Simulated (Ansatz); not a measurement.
**ZnO (zincite) under changes of volume**

One of the cells (11.900 Å³/atom); the others are scaled copies at fixed shape and fractional positions:

```xyz
4
Lattice="3.2493 0.0000 0.0000 -1.6247 2.8140 0.0000 0.0000 0.0000 5.2057" Properties=species:S:1:pos:R:3 pbc="T T T"
Zn    1.6247    0.9380    0.0000
Zn    0.0000    1.8760    2.6029
O     0.0000    1.8760    4.5759
O     1.6247    0.9380    1.9730
```

| Item | Value |
| --- | --- |
| Program | Ansatz 0.2.0 |
| Functional | revPBE |
| Potentials or basis | Ansatz PAW |
| Cutoff | 420 eV (not typed: the program's choice for these potentials) |
| k mesh | 9 × 9 × 5 |
| Occupations | fermi-dirac, width 0.05 eV |
| Spin | no spin polarisation |

| volume (Å³/atom) | energy over the lowest point (meV/atom) | pressure (GPa) | gap on the mesh (eV) | largest force (eV/Å) |
| --- | --- | --- | --- | --- |
| 11.186 | ? | ? | ? | ? |
| 11.424 | 52.48 | 15.1 | 0.93 | 0.090 |
| 11.662 | 32.73 | 11.5 | 0.90 | 0.082 |
| 11.900 | 18.07 | 8.3 | 0.88 | 0.075 |
| 12.138 | 8.04 | 5.3 | 0.85 | 0.068 |
| 12.376 | 2.16 | 2.7 | 0.82 | 0.061 |
| 12.614 | 0.00 | 0.3 | 0.80 | 0.055 |

Question: What does the run at 11.186 Å³/atom give?

Answer: Energy over the lowest point 77.91 meV/atom; pressure 19.2 GPa; gap on the mesh 0.96 eV; largest force 0.098 eV/Å.

Worked out: A Birch-Murnaghan fit of order 3 (a polynomial in V^(-2/3)) to the other rows has its minimum at 12.64 Å³/atom, just outside them, with B0 = V·E''(V) = 119 GPa and B' = 4.5 at fixed shape and positions, which overstates the stiffness. It gives 77.94 meV/atom at 11.186 Å³/atom, against the run's 77.91, and -dE/dV = 19.2 GPa, against 19.2. A straight line through the other rows of the gap, of slope -1.33 eV per unit of ln V (its deformation potential), extrapolates to 0.96 eV, against the run's 0.96.

Energies are extrapolated to zero smearing.

Caveats: odd divisions of the mesh miss points on the zone boundary, where band edges often lie, so the gap on the mesh can be too wide; the PAW data sets come from PBE, with cores solved anew for the run's functional, which leaves a small shift of forces and pressure.
